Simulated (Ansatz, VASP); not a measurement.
**Two plane-wave programs on PbF2**

```
Pb F
1.0
     0.00000    2.92530    2.96985
     2.92530    0.00000    2.96985
     2.92530    2.92530    0.00000
Pb F
1 2
Cartesian
  0.0000 0.0000 0.0000
  1.4627 1.4627 1.4849
  4.3880 4.3880 4.4548
```

Change from the starting cell: strain -0.015 along x and y, +0.000 along z, atoms carried along.

Alike in both runs: task single point; functional r2SCAN; k mesh 8 × 8 × 8; occupations gaussian, width 0.05 eV; no spin polarisation.

```csv
,VASP,Ansatz
version,VASP 6.6.1,Ansatz 0.2.0
potentials or method,"VASP PAW PBE potentials, release 64 (Pb_d, F)","scalar-relativistic, plane waves, PAW"
plane-wave cutoff (eV),520,500
valence electrons in the cell,28,28
```

Ansatz gave:

```
gap on the k mesh at the Fermi level (eV)       : 4.89
least direct gap on the mesh (eV)               : 5.04
pressure (GPa)                                  : 1.7
largest component of the traceless stress (GPa) : 0.54
```

Task: Which values does VASP return?

Result: gap on the k mesh at the Fermi level (eV): 4.89; least direct gap on the mesh (eV): 5.05; pressure (GPa): 1.6; largest component of the traceless stress (GPa): 0.53.

The functional is the same, so the differences come from potentials, cutoffs and numerics.

Caveats: the PAW data sets were made with another functional, which shifts forces and pressure a little (VASP); spin-orbit coupling is left out, which as a rule narrows the gap of such compounds by several tenths of an eV. A k mesh can miss the band edges.
